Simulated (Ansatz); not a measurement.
Input of an Ansatz 0.2.0 run:

File input.yaml:

```yaml
crystal:
  lattice:
    - [0.0, 2.365, 2.365]
    - [2.365, 0.0, 2.365]
    - [2.365, 2.365, 0.0]
  atoms:
    - { symbol: Zr, position: [0.5, 0.5, 0.5] }
    - { symbol: C, position: [0.0, 0.0, 0.0] }
hamiltonian:
  xc: rpbe
  pseudopotentials: { kind: paw }
  dispersion: d3bj
kpoints:
  mp_grid: { grid: [10, 10, 10] }
scf:
  occupations: { method: fermi_dirac, width: 0.05 }
output:
  forces: true
  stress: true
  write_density: true
  write_potential: true
  elf: true
  volumetric_format: npy
relax:
  f_tol: 0.01
  max_steps: 40
  cell: { stress_tol: 0.05 }
```

Potentials or basis: Ansatz PAW.

Launch:

```bash
$ ansatz run input.yaml --threads 2 --pin off --max-ram 5632MiB --backend cpu --events-out ev --progress --plain --runs-dir out
```

Predict the space group after relaxing (to 0.05 Å).

Fm-3m (No. 225).

Predict the band gap on the k mesh.

none (metal or under the smearing width).

Predict the relaxed cell.

a = 3.187 Å, b = 3.187 Å, c = 3.187 Å, α = 60.00°, β = 60.00°, γ = 60.00°.

Final structure:
```
CELL_PARAMETERS angstrom
0.00000 2.25376 2.25376
2.25376 0.00000 2.25376
2.25376 2.25376 0.00000
ATOMIC_POSITIONS crystal
Zr 0.50000 0.50000 0.50000
C 0.00000 0.00000 0.00000
```
